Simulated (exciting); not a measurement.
This exciting (release sodium) run on Sn needs a look.

The input input.xml:

```xml
<input>
  <title>Sn</title>
  <structure speciespath="./" tshift="false">
    <crystal scale="1">
      <basevect>-5.556060228450 5.556060228450 3.022242749590</basevect>
      <basevect>5.556060228450 -5.556060228450 3.022242749590</basevect>
      <basevect>5.556060228450 5.556060228450 -3.022242749590</basevect>
    </crystal>
    <species speciesfile="Sn.xml" rmt="2.3">
      <atom coord="0.000000000000 0.000000000000 0.000000000000"/>
      <atom coord="0.750000000000 0.250000000000 0.500000000000"/>
    </species>
  </structure>
  <groundstate do="fromscratch" ngridk="5 5 5" rgkmax="8" gmaxvr="14" lmaxapw="10" lmaxmat="10" lmaxvr="8" xctype="GGA_PBE_SOL" stype="Gaussian" swidth="0.00099958" nempty="46" ValenceRelativity="iora*" epsengy="1e-05" epspot="1e-05" maxscl="2" outputlevel="normal">
    <spin spinorb="true"/>
  </groundstate>
  <properties>
    <DFTD2/>
  </properties>
</input>
```

Potentials or basis: all-electron LAPW+lo, shipped species files, valence relativity iora*.

Run with:

```console
$ OMP_NUM_THREADS=1 exciting_smp
```

INFO.OUT:

```text
================================================================================
EXCITING SODIUM started
All units are atomic (Hartree, Bohr, etc.)
================================================================================

********************************************************************************
* Ground-state run starting from atomic densities                              *
********************************************************************************

++++++++++++++++++++++++++++++++++++++++++++++++++++++++++++++++++++++++++++++++
[... 159 lines left out ...]
+ Self-consistent loop stopped                                                 +
++++++++++++++++++++++++++++++++++++++++++++++++++++++++++++++++++++++++++++++++
 STATE.OUT is written

********************************************************************************
* Groundstate module stopped                                                   *
********************************************************************************

--------------------------------------------------------------------------------
- CAUTION! Warnings have been written in file WARNING.OUT !                    -
--------------------------------------------------------------------------------
================================================================================
| EXCITING SODIUM stopped                                                      =
================================================================================
```

Task: How did it end, and where is the flaw?

Result: The run did not converge. The input holds a flaw that was put in on purpose: too few SCF iterations (maxscl = 2).
